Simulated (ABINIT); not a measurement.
Cl:

```
Cl
1.0
     3.14500   -2.25000    0.00000
     3.14500    2.25000    0.00000
     0.00000    0.00000    8.21000
Cl
4
Direct
  0.37000 0.63000 0.40000
  0.13000 0.87000 0.90000
  0.63000 0.37000 0.60000
  0.87000 0.13000 0.10000
```

Base run:

```yaml
Program: ABINIT 10.8.3 (patched build)
Functional: PBE
Potentials_or_basis: JTH PAW PBE v2.0
Cutoff: 680 eV
k_mesh: 6 × 6 × 3
Occupations: fermi-dirac, width 0.05 eV
Spin: no spin polarisation
```

Its results: band gap on the k mesh 2.48 eV, indirect (least direct gap 2.54 eV); pressure 0.6 GPa; largest force 0.113 eV/Å.

The run is repeated on the same cell with these changes: functional from PBE to PBEsol. What comes out?

Band gap on the k mesh 2.43 eV, indirect (least direct gap 2.48 eV); pressure -0.9 GPa; largest force 0.170 eV/Å.

PBEsol binds more tightly than PBE, so the same cell stands under less pressure.

Caveats: an odd mesh through Γ misses points on the zone boundary, where band edges often lie; the PAW data sets were made with another functional, which shifts forces and pressure a little (some runs).
